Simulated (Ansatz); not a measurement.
## Relaxation of Pd

Level of theory: Ansatz 0.2.0, DFT r2SCAN, scalar-relativistic, plane waves, PAW. Run with 500 eV cutoff, 18×18×10 k-mesh, Gaussian smearing of 0.10 eV, no spin polarisation.

What was changed in Rh: Rh → Pd on all its sites, cell and atoms relaxed.

Command:

```bash
ansatz run input.yaml --threads 1 --pin off --max-ram 2560MiB --backend cpu --events-out ev --progress --plain --runs-dir out
```

Input:

```yaml
crystal:
  lattice:
    - [2.7421833123, 0.0, 0.0]
    - [-1.3710916561, 2.3748004103, 0.0]
    - [0.0, 0.0, 4.6026105066]
  atoms:
    - { symbol: Pd, position: [0.6666666667, 0.3333333333, 0.75] }
    - { symbol: Pd, position: [0.3333333333, 0.6666666667, 0.25] }
basis:
  ecutwfc: 500
kpoints:
  mp_grid: { grid: [18, 18, 10] }
hamiltonian:
  xc: r2scan
scf:
  occupations: { method: gaussian, width: 0.1 }
output:
  forces: true
  stress: true
  eigenvalues: true
  write_density: true
  write_potential: true
  elf: true
  volumetric_format: npy
relax:
  adjacent_minimum: "off"
  f_tol: 0.01
  max_steps: 60
  cell: { stress_tol: 0.1 }
```

F is the free energy. Steps run on the plane waves of an earlier cell, but the last one, and at times one on the way, on a freshly chosen basis, so a repeated geometry can differ a little in energy.

Steps:

| step | F − F(1) (eV) | largest force component (eV/Å) | V (Å³/atom) | P (GPa) |
| --- | --- | --- | --- | --- |
| 1 | 0.0000 | 0.000 | 14.986 | 0.09 |
| 2 | -0.0001 | 0.000 | 15.004 | -0.11 |
| 3 | -0.0002 | 0.000 | 14.988 | 0.09 |
| 4 | -0.0002 | 0.000 | 14.995 | 0.00 |
| 5 | -0.0002 | 0.000 | 14.995 | 0.00 |

Relaxed structure:

```xyz
2
Lattice="2.7387 0.0000 0.0000 -1.3693 2.3718 0.0000 0.0000 0.0000 4.6171" Properties=species:S:1:pos:R:3 pbc="T T T"
Pd    1.3693    0.7906    3.4629
Pd    0.0000    1.5812    1.1543
```

Symmetry: P6_3/mmc, No. 194, hexagonal system. Conventional cell: a = 2.739 Å, b = 2.739 Å, c = 4.617 Å, α = 90.00°, β = 90.00°, γ = 120.00°. Pd (site symmetry -6m2) has 12 Pd at 2.74 to 2.80 Å as nearest neighbours.

The run converged. It took 67 s on 1 thread of Arm Neoverse V2, with other jobs on the host, peak memory 0.48 GiB.